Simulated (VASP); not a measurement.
# TiPbO4 (Cmmm) in VASP: density of states with PBE

Aim: the density of states of TiPbO4 with PBE.

Everything below comes from runs of VASP 6.6.1. Logs are shortened: lines on timing, memory, paths and dates and some standing lists are left out, and cuts for length are marked.

### 1 Starting point

It takes space group Cmmm (No. 65, orthorhombic). The conventional cell has a = 6.878 Å, b = 6.918 Å, c = 3.183 Å, α = 90.00°, β = 90.00°, γ = 90.00°. Around Ti (site symmetry mmm) lie 6 O at 1.98 to 2.01 Å. Pb (site symmetry mmm) is surrounded by 6 O at 2.16 to 2.23 Å. Around O (site symmetry 2mm) lie 1 Ti at 1.98 Å and 2 Pb at 2.16 Å. O (site symmetry m2m) has 2 Ti at 2.01 Å and 1 Pb at 2.23 Å as nearest neighbours.

The cell was built by a generator and needn't be a form met in nature.

### 2 Density of states, PBE

Contents of POSCAR:

```
TiPbO4
1.0
    3.4389500000     -3.4587900000      0.0000000000
    3.4389500000      3.4587900000      0.0000000000
    0.0000000000      0.0000000000      3.1825800000
Ti Pb O
1 1 4
Direct
    0.5000000000      0.5000000000      0.5000000000
    0.0000000000      0.0000000000      0.0000000000
    0.2126400000      0.2126400000      0.5000000000
    0.7873600000      0.7873600000      0.5000000000
    0.6772410000      0.3227590000      0.0000000000
    0.3227590000      0.6772410000      0.0000000000
```

Contents of INCAR.step1:

```
SYSTEM = TiPbO4
  ALGO = Normal
  EDIFF = 1E-7
  ENCUT = 520
  GGA = PE
  ISIF = 2
  ISMEAR = 0
  KPAR = 2
  LASPH = .True.
  LCHARG = .True.
  LMAXMIX = 4
  LREAL = .False.
  LWAVE = .False.
  NBANDS = 34
  NELM = 80
  PREC = Accurate
  SIGMA = 0.1
```

Contents of KPOINTS.step1:

```
k-points
0
Gamma
  6 6 10
  0 0 0
```

Contents of INCAR.step2:

```
SYSTEM = TiPbO4
  ALGO = Normal
  EDIFF = 1E-7
  ENCUT = 520
  GGA = PE
  ICHARG = 11
  ISIF = 2
  ISMEAR = -5
  KPAR = 2
  LASPH = .True.
  LCHARG = .False.
  LMAXMIX = 4
  LORBIT = 10
  LREAL = .False.
  LWAVE = .False.
  NBANDS = 34
  NEDOS = 1001
  NELM = 80
  PREC = Accurate
  SIGMA = 0.1
```

Contents of KPOINTS.step2:

```
k-points
0
Gamma
  9 9 15
  0 0 0
```

Potentials or basis: VASP PAW PBE potentials, release 64 (Ti_sv, Pb_d, O).

Started as:

```
$ cat potpaw_PBE.64/Ti_sv/POTCAR potpaw_PBE.64/Pb_d/POTCAR potpaw_PBE.64/O/POTCAR > POTCAR
$ cp INCAR.step1 INCAR
$ cp KPOINTS.step1 KPOINTS
$ mpirun -np 2 vasp_std > vasp.out
$ cp INCAR.step2 INCAR
$ cp KPOINTS.step2 KPOINTS
$ mpirun -np 2 vasp_std > vasp.out
```

OUTCAR:

```text
SYSTEM = TiPbO4
   EDIFF = 1E-7
   ENCUT = 520
   GGA = PE
   ICHARG = 11
   ISIF = 2
   ISMEAR = -5
   LASPH = .True.
   LORBIT = 10
   LREAL = .False.
   NELM = 80
   PREC = Accurate

 ion  position               nearest neighbor table
   1  0.500  0.500  0.500-   3 1.98   4 1.98   5 2.01   6 2.01   5 2.01   6 2.01
   2  0.000  0.000  0.000-   3 2.16   4 2.16   3 2.16   4 2.16   5 2.23   6 2.23
   3  0.213  0.213  0.500-   1 1.98   2 2.16   2 2.16
   4  0.787  0.787  0.500-   1 1.98   2 2.16   2 2.16
   5  0.677  0.323  0.000-   1 2.01   1 2.01   2 2.23
   6  0.323  0.677  0.000-   1 2.01   1 2.01   2 2.23

  LATTYP: Found a base centered orthorhombic cell.
 ALAT       =     6.8779000000
 B/A-ratio  =     1.0057692028
 C/A-ratio  =     0.4627255412

  Lattice vectors:

 A1 = (   3.4389500000,  -3.4587900000,   0.0000000000)
 A2 = (   3.4389500000,   3.4587900000,   0.0000000000)
 A3 = (   0.0000000000,   0.0000000000,   3.1825800000)

Analysis of symmetry for initial positions (statically):
=====================================================================
 Subroutine PRICEL returns:
 Original cell was already a primitive cell.

 Routine SETGRP: Setting up the symmetry group for a
 base centered orthorhombic supercell.

 Subroutine GETGRP returns: Found  8 space group operations
 (whereof  8 operations were pure point group operations)
 out of a pool of  8 trial point group operations.

The static configuration has the point symmetry D_2h.

Analysis of symmetry for dynamics (positions and initial velocities):
=====================================================================
 Subroutine PRICEL returns:
 Original cell was already a primitive cell.

 Routine SETGRP: Setting up the symmetry group for a
 base centered orthorhombic supercell.

 Subroutine GETGRP returns: Found  8 space group operations
 (whereof  8 operations were pure point group operations)
 out of a pool of  8 trial point group operations.

The dynamic configuration has the point symmetry D_2h.

 Subroutine INISYM returns: Found  8 space group operations
 (whereof  8 operations are pure point group operations),
 and found     1 'primitive' translations

----------------------------------------------------------------------------------------

                                     Primitive cell

  volume of cell :      75.7111

  direct lattice vectors                    reciprocal lattice vectors
     3.438950000 -3.458790000  0.000000000     0.145393216 -0.144559224  0.000000000
     3.438950000  3.458790000  0.000000000     0.145393216  0.144559224  0.000000000
     0.000000000  0.000000000  3.182580000     0.000000000  0.000000000  0.314210483

  length of vectors
     4.877458905  4.877458905  3.182580000     0.205028185  0.205028185  0.314210483

  position of ions in fractional coordinates (direct lattice)
     0.500000000  0.500000000  0.500000000
     0.000000000  0.000000000  0.000000000
     0.212640000  0.212640000  0.500000000
     0.787360000  0.787360000  0.500000000
     0.677241000  0.322759000  0.000000000
     0.322759000  0.677241000  0.000000000

  ion indices of the primitive-cell ions
   primitive index   ion index
                 1           1
                 2           2
                 3           3
                 4           4
                 5           5
                 6           6

----------------------------------------------------------------------------------------

 KPOINTS: k-points

Automatic generation of k-mesh.
 Grid dimensions read from file:
 generate k-points for:    9    9   15

 Generating k-lattice:

  Cartesian coordinates                     Fractional coordinates (reciprocal lattice)
     0.016154802 -0.016062136  0.000000000     0.111111111  0.000000000  0.000000000
     0.016154802  0.016062136  0.000000000     0.000000000  0.111111111  0.000000000
     0.000000000  0.000000000  0.020947366     0.000000000  0.000000000  0.066666667

  Length of vectors
     0.022780909  0.022780909  0.020947366

  Shift w.r.t. Gamma in fractional coordinates (k-lattice)
     0.000000000  0.000000000  0.000000000

 TETIRR: Found   1826 inequivalent tetrahedra from     7290

 Subroutine IBZKPT returns following result:
 ===========================================

 Found    200 irreducible k-points:

 Following reciprocal coordinates:
            Coordinates               Weight
  0.000000  0.000000  0.000000      1.000000
  0.111111 -0.000000  0.000000      4.000000
  0.222222 -0.000000  0.000000      4.000000
  0.333333 -0.000000  0.000000      4.000000
  0.444444 -0.000000  0.000000      4.000000
  0.111111  0.111111  0.000000      2.000000
[... 16 lines left out ...]
 -0.333333  0.333333  0.000000      2.000000
  0.444444  0.444444  0.000000      2.000000
 [... further k-points ...]
   k-points           NKPTS =    200   k-points in BZ     NKDIM =    200   number of bands    NBANDS=     34
   number of dos      NEDOS =   1001   number of ions     NIONS =      6
   total plane-waves  NPLWV =  31104
   dimension x,y,z NGX =    36 NGY =   36 NGZ =   24
   dimension x,y,z NGXF=    72 NGYF=   72 NGZF=   48
   ions per type =               1   1   4
   NGX,Y,Z   is equivalent  to a cutoff of  12.27, 12.27, 12.54 a.u.
   NGXF,Y,Z  is equivalent  to a cutoff of  24.54, 24.54, 25.07 a.u.
 SYSTEM =  TiPbO4
   PREC   = accura    normal or accurate (medium, high low for compatibility)
   ISTART =      0    job   : 0-new  1-cont  2-samecut
   ICHARG =     11    charge: 1-file 2-atom 10-const
   ISPIN  =      1    spin polarized calculation?
   LNONCOLLINEAR =      F non collinear calculations
   LSORBIT =      F    spin-orbit coupling
   LASPH  =      T    aspherical Exc in radial PAW
   ENCUT  =  520.0 eV  38.22 Ry    6.18 a.u.   9.07  9.07  5.92*2*pi/ulx,y,z
   NELM   =     80;   NELMIN=  2; NELMDL=  0     # of ELM steps
   EDIFF  = 0.1E-06   stopping-criterion for ELM
   LREAL  =      F    real-space projection
   EDIFFG = 0.1E-05   stopping-criterion for IOM
   NSW    =      0    number of steps for IOM
   IBRION =     -1    ionic relax: 0-MD 1-quasi-New 2-CG
   NFREE  =      0    steps in history (QN), initial steepest desc. (CG)
   ISIF   =      2    stress and relaxation
   ISYM   =      2    0-nonsym 1-usesym 2-fastsym
   POTIM  = 0.5000    time-step for ionic-motion
   TEBEG  =    0.0;   TEEND  =   0.0 temperature during run
   PSTRESS=    0.0 pullay stress
   NELECT =      50.0000    total number of electrons
   NUPDOWN=      -1.0000    fix difference up-down
   EMIN   =  10.00;   EMAX   =-10.00  energy-range for DOS
   EFERMI =   0.00;   METHOD = LEGACY
   ISMEAR =    -5;   SIGMA  =   0.10  broadening in eV -4-tet -1-fermi 0-gaus
   EFERMI_NEDOS =   21; number of points for ismear=-14 and -15
   IALGO  =     38    algorithm
   IMIX   =      4    mixing-type and parameters
     AMIX     =   0.40;   BMIX     =  1.00
     AMIX_MAG =   1.60;   BMIX_MAG =  1.00
  volume/ion in A,a.u.               =      12.62        85.15
  Fermi-wavevector in a.u.,A,eV,Ry     =   1.425646  2.694080 27.653386  2.032467
  Thomas-Fermi vector in A             =   2.546008
   LORBIT       =     10    0 simple, 1 ext, 2 COOP (PROOUT), +10 PAW based schemes
   GGA     = PE    functional components
   LHFCALC =     F    Hartree Fock is set to
   AEXX    =    0.0000 exact exchange contribution
   IVDW    =     0    specifies the selected vdW correction
   LEPSILON=     F    determine dielectric tensor
   LRPA    =     F    only Hartree local field effects (RPA)
 non-spin polarized calculation
 Fermi weights with tetrahedron method with Bloechl corrections
  energy-cutoff  :      520.00
  volume of cell :       75.71
 maximum number of plane-waves:      2058

 number of electron      49.9999998 magnetization

 Free energy of the ion-electron system (eV)
  ---------------------------------------------------
  ext. energy  EPLUGINS =         0.00000000
  ---------------------------------------------------
  free energy    TOTEN  =       -42.47303201 eV

  energy without entropy =      -42.47303201  energy(sigma->0) =      -42.47303201

 E-fermi :   4.4023     XC(G=0): -10.8162

 val. band max:        4.3630238717   @ k =   0.0000   0.0000   0.0000
 cond. band min:       4.9294873458   @ k =   0.0000   0.0000   0.0000
 fundamental gap:      0.5664634741
 Fermi energy:         4.4023322172

 k-point     1 :       0.0000    0.0000    0.0000
  band No.  band energies     occupation
      1     -52.6050      2.00000
      2     -28.8412      2.00000
      3     -28.8003      2.00000
      4     -28.7011      2.00000
      5     -14.1597      2.00000
      6     -13.2528      2.00000
[... 26 lines left out ...]
     33      12.2361      0.00000
     34      13.7448      0.00000

 k-point     2 :       0.1111   -0.0000    0.0000
  band No.  band energies     occupation
      1     -52.6050      2.00000
      2     -28.8413      2.00000
      3     -28.8004      2.00000
      4     -28.7011      2.00000
      5     -14.1369      2.00000
      6     -13.2353      2.00000
[... 26 lines left out ...]
     33      12.2845      0.00000
     34      13.8684      0.00000
[... 775 lines left out ...]
     33      12.4608      0.00000
     34      14.7654      0.00000

 k-point    24 :       0.4444    0.4444    0.0000
  band No.  band energies     occupation
      1     -52.6049      2.00000
      2     -28.8420      2.00000
      3     -28.8014      2.00000
      4     -28.7011      2.00000
      5     -14.0817      2.00000
      6     -13.1045      2.00000
[... 26 lines left out ...]
     33      12.6863      0.00000
     34      15.9403      0.00000

 [... further k-points ...]

------------------------ aborting loop because EDIFF is reached ----------------------------------------

  FORCE on cell =-STRESS in cart. coord.  units (eV):
  Direction    XX          YY          ZZ          XY          YZ          ZX
  --------------------------------------------------------------------------------------
  -------------------------------------------------------------------------------------
  Total       -0.0108787      0.0214683     -0.0043524      0.0000000      0.0000000      0.0000000
  in kB       -0.2302117      0.4543058     -0.0921045      0.0000000      0.0000000      0.0000000
  external PRESSURE =       0.0439965 kB  Pullay stress =       0.0000000 kB

 VOLUME and BASIS-vectors are now :
 -----------------------------------------------------------------------------
  energy-cutoff  :      520.00
  volume of cell :       75.71
      direct lattice vectors                 reciprocal lattice vectors
     3.438950000 -3.458790000  0.000000000     0.145393216 -0.144559224  0.000000000
     3.438950000  3.458790000  0.000000000     0.145393216  0.144559224  0.000000000
     0.000000000  0.000000000  3.182580000     0.000000000  0.000000000  0.314210483

 POSITION                                       TOTAL-FORCE (eV/Angst)
 -----------------------------------------------------------------------------------
      3.43895      0.00000      1.59129         0.000000     -0.000000      0.000000
      0.00000      0.00000      0.00000         0.000000     -0.000000      0.000000
      1.46252      0.00000      1.59129        -0.000107     -0.000000      0.000000
      5.41538      0.00000      1.59129         0.000107     -0.000000     -0.000000
      3.43895     -1.22608      0.00000         0.000000     -0.002733      0.000000
      3.43895      1.22608      0.00000         0.000000      0.002733      0.000000
 -----------------------------------------------------------------------------------
    total drift:                               -0.000000      0.000000      0.000000

  FREE ENERGIE OF THE ION-ELECTRON SYSTEM (eV)
  ---------------------------------------------------
  free  energy   TOTEN  =       -42.4730320058 eV

  energy  without entropy=      -42.4730320058  energy(sigma->0) =      -42.47303201

 total charge

# of ion       s       p       d       tot
------------------------------------------
    1        2.204   6.253   1.646  10.104
    2        1.046   0.779  10.034  11.859
    3        1.576   3.426   0.000   5.001
    4        1.576   3.426   0.000   5.001
    5        1.571   3.434   0.000   5.004
    6        1.571   3.434   0.000   5.004
--------------------------------------------------
tot          9.543  20.752  11.680  41.975
```

Wall time 96 s (2 MPI ranks of Intel Xeon 6975P-C (Granite Rapids), shared host); peak memory 0.52 GiB.

What came out:

| Property | Result |
| --- | --- |
| Valence electrons inside the program's atomic spheres | Ti 10.10; Pb 11.86; O 5.00 |

States per cell in windows of 0.5 eV (zero at the valence-band top; states under -8 eV left out):
```csv
from (eV),total,Ti1_d,O5_p,O6_p,O3_p,O4_p,Pb2_s
-8.0,0.43,0.01,0.02,0.02,0.04,0.04,0.20
-7.5,1.50,0.04,0.06,0.06,0.13,0.13,0.63
-7.0,0.17,0.00,0.01,0.01,0.02,0.02,0.07
-6.5,0.00,0.00,0.00,0.00,0.00,0.00,0.00
-6.0,0.00,0.00,0.00,0.00,0.00,0.00,0.00
-5.5,0.24,0.02,0.01,0.01,0.04,0.04,0.00
-5.0,0.94,0.08,0.09,0.09,0.14,0.14,0.00
-4.5,1.51,0.11,0.15,0.15,0.23,0.23,0.01
-4.0,2.36,0.29,0.33,0.33,0.29,0.29,0.01
-3.5,2.46,0.28,0.42,0.42,0.23,0.23,0.01
-3.0,3.17,0.29,0.41,0.41,0.47,0.47,0.01
-2.5,2.30,0.16,0.33,0.33,0.34,0.34,0.01
-2.0,2.35,0.14,0.34,0.34,0.39,0.39,0.01
-1.5,2.73,0.11,0.42,0.42,0.48,0.48,0.02
-1.0,3.30,0.05,0.69,0.69,0.48,0.48,0.00
-0.5,1.20,0.01,0.24,0.24,0.19,0.19,0.00
0.0,0.00,0.00,0.00,0.00,0.00,0.00,0.00
0.5,0.02,0.00,0.00,0.00,0.00,0.00,0.00
1.0,0.15,0.04,0.01,0.01,0.02,0.02,0.04
1.5,0.65,0.21,0.03,0.03,0.07,0.07,0.13
2.0,0.96,0.37,0.06,0.06,0.08,0.08,0.16
2.5,3.90,2.87,0.11,0.11,0.12,0.12,0.09
3.0,2.01,1.35,0.10,0.10,0.07,0.07,0.06
3.5,0.68,0.36,0.03,0.03,0.06,0.06,0.06
4.0,0.22,0.12,0.01,0.01,0.02,0.02,0.02
4.5,0.43,0.29,0.02,0.02,0.01,0.01,0.01
5.0,1.52,0.96,0.10,0.10,0.04,0.04,0.04
5.5,1.88,1.23,0.11,0.11,0.08,0.08,0.02
6.0,0.14,0.08,0.01,0.01,0.01,0.01,0.01
6.5,0.21,0.00,0.01,0.01,0.00,0.00,0.00
7.0,0.37,0.00,0.01,0.01,0.01,0.01,0.00
7.5,0.59,0.02,0.02,0.02,0.04,0.04,0.00
```
